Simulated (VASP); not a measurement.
Here is a VASP 6.6.1 calculation.

The input POSCAR:

```
Mg
1.0
    3.2093000000      0.0000000000      0.0000000000
   -1.6046500000      2.7793353284      0.0000000000
    0.0000000000      0.0000000000      5.2103000000
Mg
2
Direct
    0.6666666667      0.3333333333      0.7500000000
    0.3333333333      0.6666666667      0.2500000000
```

The input INCAR.step1:

```
SYSTEM = Mg
PREC = Accurate ; ENCUT = 520
EDIFF = 1E-5 ; ISMEAR = -1
SIGMA = 0.05 ; LREAL = .FALSE.
LASPH = .TRUE. ; NELM = 80
ALGO = Normal ; ISIF = 2
LWAVE = .TRUE. ; LCHARG = .FALSE.
GGA = PE
```

File INCAR.step2:

```
SYSTEM = Mg
PREC = Accurate ; ENCUT = 520
EDIFF = 1E-7 ; ISMEAR = -1
SIGMA = 0.05 ; LREAL = .FALSE.
LASPH = .TRUE. ; NELM = 80
ALGO = Normal ; ISIF = 2
LWAVE = .FALSE. ; LCHARG = .FALSE.
GGA = PE ; LHFCALC = .TRUE.
HFSCREEN = 0.3 ; PRECFOCK = Fast
ISTART = 1
```

File KPOINTS:

```
regular mesh
0
G
  5 5 3
  0 0 0
```

File KPOINTS_OPT:

```
path GMKGALHA,LM,KH
10
line-mode
reciprocal
 0.0000000000  0.0000000000  0.0000000000  G
 0.5000000000  0.0000000000  0.0000000000  M

 0.5000000000  0.0000000000  0.0000000000  M
 0.3333333333  0.3333333333  0.0000000000  K

 0.3333333333  0.3333333333  0.0000000000  K
 0.0000000000  0.0000000000  0.0000000000  G

 0.0000000000  0.0000000000  0.0000000000  G
 0.0000000000  0.0000000000  0.5000000000  A

 0.0000000000  0.0000000000  0.5000000000  A
 0.5000000000  0.0000000000  0.5000000000  L

 0.5000000000  0.0000000000  0.5000000000  L
 0.3333333333  0.3333333333  0.5000000000  H

 0.3333333333  0.3333333333  0.5000000000  H
 0.0000000000  0.0000000000  0.5000000000  A

 0.5000000000  0.0000000000  0.5000000000  L
 0.5000000000  0.0000000000  0.0000000000  M

 0.3333333333  0.3333333333  0.0000000000  K
 0.3333333333  0.3333333333  0.5000000000  H
```

Potentials or basis: VASP PAW PBE potentials, release 64 (Mg).

Run with:

```console
$ cat potpaw_PBE.64/Mg/POTCAR > POTCAR
$ cp INCAR.step1 INCAR
$ mpirun -np 1 vasp_std > vasp.out
$ cp INCAR.step2 INCAR
$ mpirun -np 1 vasp_std > vasp.out
```

Problem. Predict the band gap along the path.

Solution. None (metal or under the smearing width).

Problem. Predict the pressure.

Solution. -0.6 GPa.

Stress tensor (GPa, compression positive):
```
-0.84  0.00  0.00
 0.00 -0.84  0.00
 0.00  0.00 -0.12
```

Caveat: the k mesh is coarse (spacing up to 0.45 Å⁻¹), so the values aren't converged, least of all with exact exchange; the PAW data sets were made with another functional, which shifts forces and pressure a little.
